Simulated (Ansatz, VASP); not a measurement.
# Cross-check of SiC (Moissanite 3C) between VASP and Ansatz, part 2 of 2

Wanted: the spread between two codes on one cell, functional and k mesh.

VASP 6.6.1 and Ansatz 0.2.0.

So far: Set-up; VASP: band structure, r2SCAN-EpsX with an exact-exchange share of 0.143.

**3. Ansatz: band structure, r2SCAN-EpsX with an exact-exchange share of 0.143**

Level of this step: Ansatz beside VASP: Kohn-Sham DFT, plane waves, r2SCAN-EpsX (Ansatz).

Ansatz runs on its default PAW (the set named soft_2) files.

The same cell, functional, mesh and smearing now go to Ansatz, which takes its cutoff from its data sets.

input.yaml

```yaml
crystal:
  lattice:
    - [0.0, 2.179, 2.179]
    - [2.179, 0.0, 2.179]
    - [2.179, 2.179, 0.0]
  atoms:
    - { symbol: Si, position: [0.0, 0.0, 0.0] }
    - { symbol: C, position: [0.25, 0.25, 0.25] }
hamiltonian:
  xc: { exchange: r2scan, correlation: r2scan, exx: { coeff: 0.143 } }
  pseudopotentials: { kind: paw }
kpoints:
  mp_grid: { grid: [5, 5, 5] }
  band_path:
    path:
      - [0.0, 0.0, 0.0]
      - [0.5, 0.0, 0.5]
      - [0.5, 0.2, 0.7]
      - [0.4, 0.35, 0.75]
      - [0.15, 0.15, 0.3]
      - [0.2, 0.2, 0.2]
      - [0.55, 0.4, 0.55]
      - [0.6, 0.25, 0.65]
      - [0.5, 0.25, 0.75]
      - [0.5, 0.5, 0.5]
      - [0.375, 0.375, 0.75]
      - [0.5, 0.0, 0.5]
    npoints: 1
scf:
  occupations: { method: gaussian, width: 0.02 }
  n_extra_bands: 7
output:
  forces: true
  stress: true
  eigenvalues: true
```

Launch:

```
$ ansatz run input.yaml --threads 4 --pin off --max-ram 9216MiB --backend cpu --events-out ev --progress --plain --runs-dir out
```

Numbers of over 12 decimals in the logs are rounded to 6 here.

The program printed:

```text
Warning: output.stress: scf.convergence.dr2_threshold = 1e-7 eV (the SCF's general default) is looser than the 2e-10 eV advised for a printed stress (1e-10 eV for each atom of the cell: 2). What an SCF threshold leaves in a stress goes as its square root, and in the free energy as the threshold itself, and one threshold admits the most on a small cell: [figures from the program's tests cut] Set scf.convergence.dr2_threshold to 2e-10 eV or tighter. The threshold is an SCF's pass mark: one that does not reach it within its budget of iterations ends unconverged, or closes short of it on a stop that the run arms, and scf.convergence.dr2_threshold's page says what that costs each kind of run
Warning: output.stress: scf.exx.energy_threshold = 1e-6 eV is looser than the 2e-8 eV advised for a stress under a hybrid functional (1e-8 eV for each atom of the cell: 2). Every SCF of the exchange loop can meet its threshold on dr2 while the loop round them stops early: no threshold on dr2 bounds what that leaves in the stress. Set scf.exx.energy_threshold to 2e-8 eV or tighter. The threshold is the loop's pass mark: a loop that does not reach it within its budget of cycles ends unconverged, and scf.exx.energy_threshold's page has the law
scf.n_extra_bands = 7 over 4 filled bands (N_el = 8.0): the run solves 11 bands
Engine: ansatz 0.2.0, x86_64-unknown-linux-gnu
Pseudopotentials: kind: paw
Pseudopotential: Si, paw, valence charge 4, recommended cutoff 500 eV (meta_gga), Si.paw.azcp
Pseudopotential: C, paw, valence charge 4, recommended cutoff 500 eV (meta_gga), C.paw.azcp
Functional definition: unnamed
  parameter a_1 = 0.143
  exchange = (1 - a_1)*r2scan_x + a_1*exact_x
  correlation = r2scan_c
Crystal: 2 atoms, lattice volume = 20.692 Å³
Basis set: ecut = 500 eV, 531 PW (Γ), exchange–correlation on 96×96×96 points (64 copies of the dense FFT grid, shifted against one another)
Bands: 11, of which v1, the nominal top of the filled ones, is band 4 counted from 1 (3 counted from 0)
Symmetry: 24 space group operations
Space group: F-43m (ITA 216), of the structure as read, at distance tolerance 2.7e-5 Å
k-points: 10 of 125 (time reversal used)
Non-local potential: Si, projectors of the file, l = 0: 2, l = 1: 2, l = 2: 2
Non-local potential: C, projectors of the file, l = 0: 2, l = 1: 2, l = 2: 1
PAW form: soft (Blöchl's): semilocal exchange-correlation on the pseudo side does not see the compensation charge
PAW frozen core: Si, regenerated for the run's functional, and the local potential with it (the file was generated under x = pbe(κ = 0.804, μ = 0.219515), c = pbe(β = 0.066725))
PAW frozen core: C, regenerated for the run's functional, and the local potential with it (the file was generated under x = pbe(κ = 0.804, μ = 0.219515), c = pbe(β = 0.066725))
PAW one-centre angular grid: Si, 302 points (default); XC on 160 Gauss nodes
PAW one-centre angular grid: C, 302 points (default); XC on 239 of its mesh's 2573 points in the sphere
Initial density: superposition of atomic densities (neutral atoms: chi_scale 0, normalization atom), corrected by the library's trained network
Initial wavefunctions: pseudopotential atomic-orbital guess
Functional: x = r2scan, c = r2scan; τ floored in thin density (d = 2e-4 eV/Å³), warm-up for x = 0.857 r2scan + 0.143 exact, c = r2scan; τ floored in thin density (d = 2e-4 eV/Å³)
SCF iter   1: F=—  HF=-891.255667 eV  |F-HF|=—  |Δ(HF+E_count)|=         —  Δρ=6.46e-3  dr2=7.13e-3  dr2_τ=2.00e-1  ethr=1.77e-3  ⟨swp⟩=6.5  Hψ=534  notcnv=0
preconditioner: auto → none  [insulator: Δε(μ)=2.155 eV  Ē_g=18.677 eV  σ=0.020 eV  W_gap=1.00  n_scr=0 (ndim 8)  ℏωp=23.1 eV  f_vac=0.000  D(μ)=0.00/eV (n_scr^D=0)]
SCF iter   2: F=—  HF=-891.300916 eV  |F-HF|=—  |Δ(HF+E_count)|=   4.52e-2  Δρ=4.13e-3  dr2=1.78e-3  dr2_τ=6.36e-5  ethr=8.91e-5  ⟨swp⟩=4.1  Hψ=338  notcnv=0  defer=3
iter 3 solved again at ethr=3.24e-7 eV; its pass at ethr=2.23e-5 eV (dr2=2.59e-5 eV) is discarded
SCF iter   3: F=-891.301006 eV  HF=-891.301012 eV  |F-HF|=5.92e-6  |Δ(HF+E_count)|=   9.61e-5  Δρ=3.81e-4  dr2=2.57e-5  dr2_τ=1.77e-5  ethr=3.24e-7  ⟨swp⟩=3.2  Hψ=405  notcnv=0  defer=1
SCF 1 stopped early in 3 iterations: F = -891.301006 eV  dr2 = 2.57e-5
  greatest PAW one-centre occupation: 0.657 electrons in one spin orbital (limit 2), on the C atom at site 1 (counted from 0), in its partial waves of l = 0
Initial density: handed on by an earlier stage of this run
Initial wavefunctions: those handed on with the density
Functional: x = 0.857 r2scan + 0.143 exact, c = r2scan; τ floored in thin density (d = 2e-4 eV/Å³)
Frozen-core exchange: fock
SCF iter   1: F=—  HF=-891.165689 eV  |F-HF|=—  |Δ(HF+E_count)|=         —  Δρ=1.79e-3  dr2=3.52e-4  dr2_τ=7.04e-6  ethr=3.22e-6  ⟨swp⟩=6.2  Hψ=484  notcnv=0
preconditioner: auto → none  [insulator: Δε(μ)=3.032 eV  Ē_g=20.045 eV  σ=0.020 eV  W_gap=1.00  n_scr=0 (ndim 8)  ℏωp=23.1 eV  f_vac=0.000  D(μ)=0.00/eV (n_scr^D=0)]
SCF iter   2: F=—  HF=-891.165633 eV  |F-HF|=—  |Δ(HF+E_count)|=   5.58e-5  Δρ=5.43e-4  dr2=4.57e-5  dr2_τ=3.63e-6  ethr=3.22e-6  ⟨swp⟩=2.0  Hψ=150  notcnv=0
SCF iter   3: F=—  HF=-891.165909 eV  |F-HF|=—  |Δ(HF+E_count)|=   2.76e-4  Δρ=1.57e-4  dr2=2.81e-6  dr2_τ=7.15e-8  ethr=3.54e-7  ⟨swp⟩=3.1  Hψ=184  notcnv=0  defer=1
SCF iter   4: F=—  HF=-891.165909 eV  |F-HF|=—  |Δ(HF+E_count)|=   5.96e-7  Δρ=4.73e-5  dr2=3.73e-7  dr2_τ=9.45e-9  ethr=3.23e-8  ⟨swp⟩=2.2  Hψ=156  notcnv=0  defer=1
SCF iter   5: F=-891.165911 eV  HF=-891.165911 eV  |F-HF|=1.36e-8  |Δ(HF+E_count)|=   1.65e-6  Δρ=1.61e-5  dr2=5.42e-8  dr2_τ=1.19e-9  ethr=2.62e-9  ⟨swp⟩=3.4  Hψ=268  notcnv=0  defer=2
SCF 2 converged in 5 iterations: F = -891.165911 eV  dr2 = 5.42e-8
  greatest PAW one-centre occupation: 0.655 electrons in one spin orbital (limit 2), on the C atom at site 1 (counted from 0), in its partial waves of l = 0
hybrid outer 1: dexx = +2.414e-4 eV, tail = 1.78e-7 eV
Frozen-core exchange: fock
SCF iter   1: F=—  HF=-891.165911 eV  |F-HF|=—  |Δ(HF+E_count)|=         —  Δρ=1.53e-5  dr2=4.15e-8  dr2_τ=4.79e-10  ethr=1.11e-8  ⟨swp⟩=5.9  Hψ=323  notcnv=0
preconditioner: auto → none  [insulator: Δε(μ)=3.048 eV  Ē_g=20.047 eV  σ=0.020 eV  W_gap=1.00  n_scr=0 (ndim 8)  ℏωp=23.1 eV  f_vac=0.000  D(μ)=0.00/eV (n_scr^D=0)]
SCF iter   2: F=-891.165911 eV  HF=-891.165911 eV  |F-HF|=3.25e-10  |Δ(HF+E_count)|=  3.75e-10  Δρ=2.73e-6  dr2=1.23e-9  dr2_τ=3.68e-11  ethr=5.00e-10  ⟨swp⟩=2.6  Hψ=161  notcnv=0
SCF 3 converged in 2 iterations: F = -891.165911 eV  dr2 = 1.23e-9
  Residual-converged pass: ⟨swp⟩=3.0  Hψ=183  notcnv=0  max |occ|·‖R‖ = 2.2e-6 eV (tolerance 2.4e-6 eV)  dr2=1.26e-9  dr2_τ=4.56e-11  dr2_onsite=7.60e-11  max |Δocc| = 0.0e0
hybrid outer 2: dexx = +1.501e-9 eV, tail = 2.72e-9 eV, Δε = 3.11e-4 eV (about 5.34e-5 eV left of the loop's levels)
NSCF: frozen V_eff on 12 k-points
hybrid SCF converged: 2 outer / 7 inner (+3 warm-up), last move |dexx| = 1.50e-9 eV, tail = 2.72e-9 eV
Stability not checked: this state was not tested for a lower state beside it, because the functional holds exact exchange (a hybrid, or Hartree-Fock), whose exchange loop this test does not read (fock_operator; see scf.lower_state_search)
Free energy (F): -891.165911 eV
Frozen-core exchange: fock
Harris-Foulkes:  -891.165911 eV  (|F-HF|=3.25e-10)
Internal energy: -891.165911 eV  (E = F + TS)
E sigma→0 (E₀):  -891.165911 eV
Fermi energy:    10.377412 eV
--- Per-component energies (eV) ---
  E_band       = 19.056094
  E_kinetic    = 136.117807
  E_local      = -103.418890  (includes V_loc(G=0)·N_el)
  E_nonlocal   = 49.946842
  E_hartree    = 32.559384
  E_xc         = -88.456705
  E_vxc        = -102.491034  (∫ρ·V_xc dr)
  E_exx        = -10.603888  (= α·E_x^exact, valence–valence)
  E_paw        = -622.400996  (= ΣΔE_a)
  E_vpaw       = -9.325251  (= ΣTr[D̂ρ^β])
  E_aug_tail   = 0.000008  (compensation charges beyond the density's cutoff)
  E_vtau       = 4.315480  (kinetic-family band-sum trace: ∫τ·v_τ [+ j·A + Jᵃ·Aᵃ] dr)
  E_ewald      = -284.783780
  E_core_change = -0.125694  (= ΣΔE_core)
  E_smearing   = -0.000000  (= −TS)
  E_closure    = -0.000000  (closes the sum)
  Σ components = -891.165911   (vs F -891.165911, Δ=0.00e0)
--- Forces (eV/Å), atoms counted from 1 ---
  atom   1  Si     0.00000000     0.00000000     0.00000000
  atom   2  C     -0.00000000     0.00000000    -0.00000000
  max |Σ_I F_I| component: 1.85e-16 eV/Å
--- Stress (GPa, compression-positive) ---
       -1.993172       0.000000      -0.000000
        0.000000      -1.993172       0.000000
        0.000000       0.000000      -1.993172
  P = ⅓ Tr σ = -1.9932 GPa (-19.932 kbar)
--- Band table (eV; the first three rows and the last of 10) ---
  k-point 0: bands = [-8.0908, 8.8534, 8.8534, 8.8534, 16.6799, 17.7268, 17.7268, 17.7268, ... 3 higher]
  k-point 1: bands = [-7.2587, 5.4401, 8.3725, 8.3725, 16.6130, 18.3889, 18.3889, 19.4785, ... 3 higher]
  k-point 2: bands = [-5.0576, 0.6874, 7.7801, 7.7801, 15.9015, 17.7928, 17.7928, 20.8850, ... 3 higher]
  k-point 9: bands = [-3.3405, 1.5062, 3.6105, 5.1257, 15.2086, 18.7931, 19.3832, 23.2556, ... 3 higher]
```

The job ended after 8.7 s (4 threads of Intel Xeon Platinum 8488C (Sapphire Rapids), shared host; peak memory 0.61 GiB).

Reading the cycles: dr2 is the Hartree energy of the density residual (eV), the measure of convergence; HF is the Harris–Foulkes estimate of the energy, which meets the free energy F at convergence.

**4. Differences**

Known differences besides the potentials themselves: exact exchange at q = 0 is treated differently, which shows on coarse meshes; VASP keeps PBE cores, Ansatz makes them for the functional; the cutoff is 500 eV in Ansatz and 520 eV in VASP; VASP takes a coarser grid for exact exchange (PRECFOCK = Fast). Total energies have different zeros and are not compared.

Both answers:

```tsv
quantity	Ansatz	VASP	difference
gap over the path points (eV)	2.542	2.563	-0.021
```

Levels at points of the path, from each program's valence-band top (eV; 3 filled, then empty):

```tsv
k (reciprocal lattice)	Ansatz	VASP
0.000 0.000 0.000	0.00 0.00 0.00 7.83 8.87 8.87	0.00 0.00 0.00 7.86 8.87 8.87
0.500 0.000 0.500	-8.45 -3.49 -3.49 2.54 5.72 16.38	-8.45 -3.50 -3.50 2.56 5.73 16.41
0.500 0.200 0.700	-7.72 -5.21 -4.90 6.10 9.72 11.87	-7.72 -5.21 -4.90 6.12 9.74 11.90
0.400 0.350 0.750	-7.86 -5.96 -3.04 4.64 9.48 13.40	-7.86 -5.96 -3.04 4.66 9.49 13.43
0.150 0.150 0.300	-3.76 -2.21 -0.29 8.77 9.07 9.58	-3.76 -2.20 -0.29 8.78 9.08 9.59
0.200 0.200 0.200	-3.41 -0.48 -0.48 7.76 9.54 9.54	-3.41 -0.48 -0.48 7.78 9.54 9.54
0.550 0.400 0.550	-8.88 -2.93 -1.66 6.67 9.14 10.02	-8.88 -2.93 -1.66 6.69 9.16 10.03
0.600 0.250 0.650	-7.86 -5.96 -3.04 4.64 9.48 13.40	-7.86 -5.96 -3.04 4.66 9.49 13.43
0.500 0.250 0.750	-7.60 -5.43 -5.02 6.68 11.22 11.37	-7.60 -5.43 -5.03 6.70 11.24 11.38
0.500 0.500 0.500	-9.26 -1.16 -1.16 6.96 8.75 8.75	-9.26 -1.16 -1.16 6.98 8.77 8.77
```

Among the levels compared at these points, filled levels agree within 6 meV and empty ones within 37 meV.

**5. Results**

| Item | Value |
| --- | --- |
| difference in gap over the path points (band structure, r2SCAN-EpsX with an exact-exchange share of 0.143) | -0.021 eV |

**Reading.** The difference in gap over the path points is -0.021 eV (band structure, r2SCAN-EpsX with an exact-exchange share of 0.143), within the 0.08 eV picked in this series as the mark of a large difference. How closely two codes agree says nothing of how well the functional describes the real material.

[Lines on the potential files, build, host, timing and source positions are cut from VASP's logs without a mark.]

[Logs are printed without paths, hosts, clocks, repeated set-up lines and the standing remarks that a program may print on its own settings, such as how far it seeks lower states.]

[Hosts, paths, dates, database ids (printed as entryN), source tags and the programs' standing remarks are cut or masked in the printed files.]
